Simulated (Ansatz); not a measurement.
# Li2O: the cost of one run

Computed with Ansatz 0.2.0 (DFT r2SCAN, scalar-relativistic, plane waves, PAW, unless a step's input says otherwise).

## 1. Starting point

Symmetry: Fm-3m, No. 225, cubic system. The conventional cell has a = 4.610 Å, b = 4.610 Å, c = 4.610 Å, α = 90.00°, β = 90.00°, γ = 90.00°. Around Li (site symmetry -43m) lie 4 O at 2.00 Å. Around O (site symmetry m-3m) lie 8 Li at 2.00 Å.

Structure file:

```xyz
3
Lattice="0.0000 2.3050 2.3050 2.3050 0.0000 2.3050 2.3050 2.3050 0.0000" Properties=species:S:1:pos:R:3 pbc="T T T"
Li    1.1525    1.1525    1.1525
Li    3.4575    3.4575    3.4575
O     0.0000    0.0000    0.0000
```

The structure rests on an entry of the Crystallography Open Database; cell or positions may have been set otherwise for this series.

## 2. Relaxing cell and atoms: Li2O, no spin

Contents of input.yaml:

```yaml
crystal:
  lattice:
    - [0.0, 2.305, 2.305]
    - [2.305, 0.0, 2.305]
    - [2.305, 2.305, 0.0]
  atoms:
    - { symbol: Li, position: [0.25, 0.25, 0.25] }
    - { symbol: Li, position: [0.75, 0.75, 0.75] }
    - { symbol: O, position: [0.0, 0.0, 0.0] }
scf:
  occupations: { method: gaussian, width: 0.02 }
output:
  forces: true
  stress: true
  eigenvalues: true
hamiltonian:
  xc: r2scan
kpoints:
  mp_grid: { grid: [8, 8, 8] }
relax:
  f_tol: 0.005
  cell: { stress_tol: 0.02 }
```

Launch:

```
$ ansatz run input.yaml --threads 4 --pin off --max-ram 14336MiB --backend cpu --events-out ev --progress --plain --runs-dir out
```

What time and memory should one allow on 4 threads of AMD EPYC 7R13 (Zen 3), shared host?

About 1.8 s, with a peak of 0.4 GiB.
